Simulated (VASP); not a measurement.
# VASP 6.6.1 run: KTaO₃

INCAR

```
GGA = CA
EDIFF = 1E-7
PREC = Accurate
SIGMA = 3
NELM = 65
LCHARG = .FALSE.
IBRION = -1
ENCUT = 520
NSW = 0
LREAL = .FALSE.
NBANDS = 27
LWAVE = .FALSE.
ISMEAR = 0
LASPH = .TRUE.
ISIF = 2
```

KPOINTS

```
KPOINTS created by Atomic Simulation Environment
0
Gamma
6 6 6
0 0 0
```

POSCAR

```
K  Ta O
 1.0000000000000000
     3.9901311115727016    0.0000000000000000    0.0000000000000000
     0.0000000000000000    3.9901311115727016    0.0000000000000000
     0.0000000000000000    0.0000000000000000    3.9901311115727016
 K   Ta  O
   1   1   3
Cartesian
 -0.0000000000000000 -0.0000000000000000 -0.0000000000000000
  1.9950655557863506  1.9950655557863506  1.9950655557863506
  1.9950655557863506  1.9950655557863506  0.0000000000000000
  1.9950655557863506 -0.0000000000000000  1.9950655557863506
  0.0000000000000000  1.9950655557863506  1.9950655557863506
```

The recommended LDA PAW datasets give the neutral cell 38 valence electrons.

Command

```
mpirun -np 1 vasp_std
```

OSZICAR

```
N       E                     dE             d eps       ncg     rms          rms(c)
DAV:   1     0.332456475734E+03    0.33246E+03   -0.21081E+04  1080   0.144E+03
DAV:   2    -0.325042953008E+02   -0.36496E+03   -0.35052E+03  1239   0.412E+02
DAV:   3    -0.530460941125E+02   -0.20542E+02   -0.20389E+02  1418   0.932E+01
DAV:   4    -0.535452695995E+02   -0.49918E+00   -0.49786E+00  1840   0.131E+01
DAV:   5    -0.535486072107E+02   -0.33376E-02   -0.33354E-02  1361   0.962E-01    0.336E+01
DAV:   6    -0.471008912810E+02    0.64477E+01   -0.31941E+01  1261   0.378E+01    0.139E+01
DAV:   7    -0.466073511105E+02    0.49354E+00   -0.29761E+00  1283   0.113E+01    0.106E+01
DAV:   8    -0.465208553891E+02    0.86496E-01   -0.34924E-01  1348   0.491E+00    0.224E+00
DAV:   9    -0.465022873974E+02    0.18568E-01   -0.35475E-02  1410   0.144E+00    0.397E-01
DAV:  10    -0.465011197451E+02    0.11677E-02   -0.96414E-03  1414   0.678E-01    0.229E-01
DAV:  11    -0.465009812139E+02    0.13853E-03   -0.93354E-04  1366   0.199E-01    0.291E-02
DAV:  12    -0.465009722915E+02    0.89224E-05   -0.46537E-05  1460   0.539E-02    0.642E-03
DAV:  13    -0.465009723238E+02   -0.32304E-07   -0.44481E-06  1401   0.135E-02    0.255E-03
DAV:  14    -0.465009723679E+02   -0.44145E-07   -0.60073E-07  1124   0.268E-03
   1 F= -.46500972E+02 E0= -.44186713E+02  d E =-.462852E+01
```

From OUTCAR

```
k-points           NKPTS =     20   k-points in BZ     NKDIM =     20   number of bands    NBANDS=     27

   NELECT =      38.0000    total number of electrons

   dimension x,y,z NGX =    30 NGY =   30 NGZ =   30
   dimension x,y,z NGXF=    60 NGYF=   60 NGZF=   60

  energy-cutoff  :      520.00
  volume of cell :       63.53
      direct lattice vectors                 reciprocal lattice vectors
     3.990131112  0.000000000  0.000000000     0.250618331  0.000000000  0.000000000
     0.000000000  3.990131112  0.000000000     0.000000000  0.250618331  0.000000000
     0.000000000  0.000000000  3.990131112     0.000000000  0.000000000  0.250618331

 k-points in reciprocal lattice and weights: KPOINTS created by Atomic Simulation Env
   0.00000000  0.00000000  0.00000000       0.005
   0.16666667  0.00000000  0.00000000       0.028
   0.33333333  0.00000000  0.00000000       0.028
   0.50000000  0.00000000  0.00000000       0.014
   0.16666667  0.16666667  0.00000000       0.056
   0.33333333  0.16666667  0.00000000       0.111
   0.50000000  0.16666667  0.00000000       0.056
   0.33333333  0.33333333  0.00000000       0.056
   ...

 E-fermi :   3.4585

 k-point     1 :       0.0000    0.0000    0.0000
  band No.  band energies     occupation
      1     -31.5034      2.00000
      2     -31.5034      2.00000
      3     -31.5034      2.00000
      4     -25.4995      2.00000
      5     -15.8834      2.00000
      6     -15.1472      2.00000
      7     -15.1472      2.00000
      8      -9.2983      2.00000
      9      -9.2983      2.00000
     10      -9.2983      2.00000
     11      -0.9976      1.96432
     12      -0.9976      1.96432
     13      -0.9976      1.96432
     14       0.2275      1.87227
     15       0.2275      1.87227
     16       0.2275      1.87227
     17       0.7314      1.80139
     18       0.7314      1.80139
     19       0.7314      1.80139
     20       4.0454      0.78203
     21       4.0454      0.78202
     22       4.0454      0.78202
     23       7.7884      0.04124
     24       8.7779      0.01215
     25       8.7779      0.01215
     26       9.2217      0.00659
     27       9.2217      0.00659

 k-point     2 :       0.1667    0.0000    0.0000
  band No.  band energies     occupation
      1     -31.5301      2.00000
      2     -31.5024      2.00000
      3     -31.5024      2.00000
      4     -25.4916      2.00000
      5     -15.8140      2.00000
      6     -15.1408      2.00000
      7     -14.9891      2.00000
      8      -9.2879      2.00000
      9      -9.2879      2.00000
     10      -9.2586      2.00000
     11      -1.6038      1.98298
     12      -1.0313      1.96570
     13      -1.0313      1.96570
     14      -0.1137      1.90780
     15      -0.1137      1.90780
     16       0.0407      1.89285
     17       0.1007      1.88655
     18       0.6256      1.81826
     19       0.6256      1.81826
     20       4.0916      0.76534
     21       4.7883      0.53073
     22       4.7883      0.53073
     23       8.2740      0.02320
     24       8.8389      0.01120
     25       9.3782      0.00526
     26       9.5193      0.00427
     27       9.9884      0.00208

 ...

  Total        1.4766368      1.4766368      1.4766368      0.0000000     -0.0000000      0.0000000
  in kB       37.2411230     37.2411230     37.2411230      0.0000000     -0.0000000      0.0000000
  external PRESSURE =      37.2411230 kB  Pullay stress =       0.0000000 kB

 POSITION                                       TOTAL-FORCE (eV/Angst)
 -----------------------------------------------------------------------------------
      0.00000      0.00000      0.00000         0.000000      0.000000      0.000000
      1.99507      1.99507      1.99507         0.000000      0.000000      0.000000
      1.99507      1.99507      0.00000         0.000000      0.000000      0.000000
      1.99507      0.00000      1.99507         0.000000      0.000000      0.000000
      0.00000      1.99507      1.99507         0.000000      0.000000      0.000000
 -----------------------------------------------------------------------------------
    total drift:                                0.000000      0.000000     -0.000000

  FREE ENERGIE OF THE ION-ELECTRON SYSTEM (eV)
  ---------------------------------------------------
  free  energy   TOTEN  =       -46.5009723679 eV

  energy  without entropy=      -41.8724532503  energy(sigma->0) =      -44.18671281
```

It converged. Results: gap between bands v and c on the k mesh 2.76 eV; least direct gap on the k mesh 3.31 eV; pressure 3.7 GPa. Band v is the last that the valence electrons fill when counted band by band, and c is the next.

These settings aren't sound, so the numbers aren't properties of the crystal.

The fault: smearing far too wide.

On sound settings LDA gives a gap of 2.02 eV on its mesh and a pressure of -4.7 GPa for the intended cell. This run's energy (σ→0) differs from it by 170 meV an atom.

The run took about 13 s on one core of a shared host (Intel Xeon 6975P-C) and held 0.17 GiB at most.
